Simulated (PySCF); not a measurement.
The vertical singlet excitations below were computed for one of the candidates. Method used: TDDFT CAM-B3LYP/def2-SVPD, vertical, gas phase, core orbitals frozen in the response (PySCF 2.14.0, density-fitted response routines). Geometries: PBE0-D3(BJ)/def2-SVP, one conformer each. Relativistic effects are left out although some hold elements past zinc. The highest level found (8.86 eV, f 0.0000 so far) is left out, since the window may have cut off a degenerate partner.

```tsv
state	ν̃ (cm⁻¹)	f	main configurations (H = HOMO, L = LUMO)
S1	60530	0.057	H-1/H→L+1 (≥73%), H-1/H→L (≥18%)
S2	60550	0.059	H-1/H→L+1 (≥73%), H-1/H→L (≥18%)
S3	62630	0.066	H-1/H→L (≥69%), H-1/H→L+1 (≥15%)
S4	62640	0.065	H-1/H→L (≥68%), H-1/H→L+1 (≥15%)
S5	69950	0.022	H-3/H-2→L (≥35%), H-1/H→L+4 (≥17%), H-1/H→L+2 (≥11%)
S6	69970	0.023	H-3/H-2→L (≥35%), H-1/H→L+4 (≥18%), H-1/H→L+3 (≥10%)
S7	71050	0.0004	H-3/H-2→L+1 (≥58%), H-1/H→L+4 (≥11%)
S8	71070	0.0033	H-3/H-2→L+1 (≥53%), H-1/H→L+4 (≥10%)
S9	71100	0.032	H-1/H→L+2 (≥36%), H-1/H→L+3 (≥26%)
```

Question: Which structure fits?
A. `C=C1CC1`
B. `[CH3][Ge]([CH3])([CH3])[Cl]`
C. `C/N=[CH]\[GeH3]`

Answer: B. Its S1, at 7.50 eV, is the highest among the candidates; the nearest of the others has S1 at 6.71 eV. Löwdin shares by element: HOMO (one of a set within 0.03 eV) chlorine 53%, carbon 23% or more, germanium 12%; LUMO carbon 26%, germanium 26% (atoms not listed hold the other 48%). At the same level the other candidates give, for their lowest levels:
- `C/N=[CH]\[GeH3]`: 4.22 eV (f 0.000); 6.47 eV (f 0.017); 7.02 eV (f 0.061); 7.28 eV (f 0.002); 7.39 eV (f 0.338); T1 3.47 eV; HOMO -8.27, LUMO 0.25 eV
- `C=C1CC1`: 6.71 eV (f 0.000); 7.24 eV (f 0.467); 7.28 eV (f 0.020); 7.44 eV (f 0.001); 8.02 eV (f 0.000); T1 4.30 eV; HOMO -8.76, LUMO 1.19 eV

Orbitals of the list HOMO-3 to LUMO+2 that lie within 0.01 eV of each other are written together with a slash and their weights summed (≥ marks a lower bound); for degenerate orbitals outside that list single weights are arbitrary.
Triplets come from the Tamm–Dancoff approximation.
